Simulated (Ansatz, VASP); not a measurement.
# RbBr: VASP beside Ansatz

File INCAR:

```
  PREC = Accurate
  ENCUT = 520
  EDIFF = 1E-6
  ISMEAR = 0
  SIGMA = 0.05
  LREAL = F
  LASPH = T
  NELM = 100
  ALGO = Normal
  ISIF = 2
  LWAVE = F
  LCHARG = F
  GGA = PE
  NBANDS = 15
```

File KPOINTS:

```
Automatic mesh
0
Gamma
  6 6 6
```

The input POSCAR:

```
RbBr
1.0
    4.2911203920      0.0000000000      0.0000000000
    0.0000000000      4.2911203920      0.0000000000
    0.0000000000      0.0000000000      4.4561634840
Rb Br
1 1
Direct
    0.0000000000      0.0000000000      0.0000000000
    0.5000000000      0.5000000000      0.5000000000
```

Input for Ansatz:

```yaml
crystal:
  lattice:
    - [4.291120392, 0.0, 0.0]
    - [0.0, 4.291120392, 0.0]
    - [0.0, 0.0, 4.456163484]
  atoms:
    - { symbol: Rb, position: [0.0, 0.0, 0.0] }
    - { symbol: Br, position: [0.5, 0.5, 0.5] }
basis:
  ecutwfc: 420
kpoints:
  mp_grid: { grid: [6, 6, 6] }
hamiltonian:
  xc: pbe
scf:
  occupations: { method: gaussian, width: 0.05 }
output:
  forces: true
  stress: true
  eigenvalues: true
```

Change from the starting cell: strain +0.040 along x and y, +0.080 along z, atoms carried along.

Alike in both runs: task single point; functional PBE; k mesh 6 × 6 × 6; occupations gaussian, width 0.05 eV; no spin polarisation.

|  | VASP | Ansatz |
| --- | --- | --- |
| version | VASP 6.6.1 | Ansatz 0.2.0 |
| potentials or method | VASP PAW PBE potentials, release 64 (Rb_sv, Br) | scalar-relativistic, plane waves, PAW |
| plane-wave cutoff (eV) | 520 | 420 |
| valence electrons in the cell | 16 | 16 |

```csv
,VASP,Ansatz,Ansatz less VASP
gap on the k mesh at the Fermi level (eV),3.56,3.56,+0.001
least direct gap on the mesh (eV),3.69,3.69,0.000
pressure (GPa),-1.1,-1.1,-0.02
largest component of the traceless stress (GPa),0.64,0.64,-0.001
```

With one functional, cell and mesh, what is left measures potentials, basis and numerics.

A k mesh can miss the band edges.
